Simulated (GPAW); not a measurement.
Crystal: Te2Mo.

```
CELL_PARAMETERS angstrom
3.51820 0.00000 0.00000
-1.75910 3.04685 0.00000
0.00000 0.00000 13.97360
ATOMIC_POSITIONS crystal
Te 0.66667 0.33333 0.37900
Te 0.33333 0.66667 0.87900
Te 0.66667 0.33333 0.12100
Te 0.33333 0.66667 0.62100
Mo 0.66667 0.33333 0.75000
Mo 0.33333 0.66667 0.25000
```

Base run:

| Property | Result |
| --- | --- |
| Program | GPAW 26.7.0 |
| Functional | TB-mBJ |
| Potentials or basis | GPAW PAW data sets for LDA (gpaw-data 1.2.1) |
| Cutoff | 600 eV |
| Basis | pw |
| k mesh | 6 × 6 × 2 |
| Occupations | fermi-dirac, width 0.05 eV |
| Spin | no spin polarisation |

Its results: band gap on the k mesh 0.92 eV, indirect (least direct gap 1.07 eV).

Question: The run is repeated on the same cell with these changes: k mesh from 6 × 6 × 2 to 5 × 5 × 2. What comes out?

Answer: Band gap on the k mesh 0.81 eV, indirect (least direct gap 1.36 eV).

Caveats: a model potential gives levels but no total energy; spin-orbit coupling is left out, which moves the levels of the heavy elements; an odd mesh through Γ misses points on the zone boundary, where band edges often lie (some runs).

Not every run made on this cell is shown here.
